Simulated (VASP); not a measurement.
Here is a VASP 6.6.1 calculation.

INCAR

```
PREC     = Accurate       # precision mode
ENCUT    = 520            # plane-wave cutoff, eV
EDIFF    = 1E-6           # SCF threshold, eV
ISMEAR   = 0              # smearing method
SIGMA    = 0.05           # smearing width, eV
LREAL    = False          # projectors in reciprocal space
LASPH    = True           # aspherical terms in the spheres
NELM     = 80             # most SCF steps
ALGO     = Normal         # electronic algorithm
ISIF     = 2              # what is computed and relaxed
LWAVE    = False          # write WAVECAR
LCHARG   = False          # write CHGCAR
GGA      = MK             # functional
LUSE_VDW = True         
AGGAC    = 0.0          
PARAM1   = 0.1234       
PARAM2   = 0.711357     
ZAB_VDW  = -1.8867      
IBRION   = 2              # ionic algorithm
NSW      = 40             # ionic steps
EDIFFG   = -0.005         # ionic threshold
KPAR     = 2
```

File KPOINTS:

```
Automatic mesh
0
Gamma
  10 10 6
```

File POSCAR:

```
SnS2
1.0
    3.6390000000      0.0000000000      0.0000000000
   -1.8195000000      3.1514664400      0.0000000000
    0.0000000000      0.0000000000      6.1614000000
Sn S
1 2
Direct
    0.0000000000      0.0000000000      0.0000000000
    0.3333333300      0.6666666700      0.2380952400
    0.6666666700      0.3333333300      0.7619047600
```

Potentials or basis: VASP PAW PBE potentials, release 64 (Sn_d, S).

Command:

```console
$ cat potpaw_PBE.64/Sn_d/POTCAR potpaw_PBE.64/S/POTCAR > POTCAR
$ mpirun -np 2 vasp_std > vasp.out
```

(1) Estimate the band gap on the k mesh.

(2) Estimate the energy gained by relaxing.

Results:

(1) 1.34 eV, indirect (least direct gap 1.75 eV).

(2) 4.9 meV/atom.

Caveat: spin-orbit coupling is left out, which moves the levels of the heavy elements.
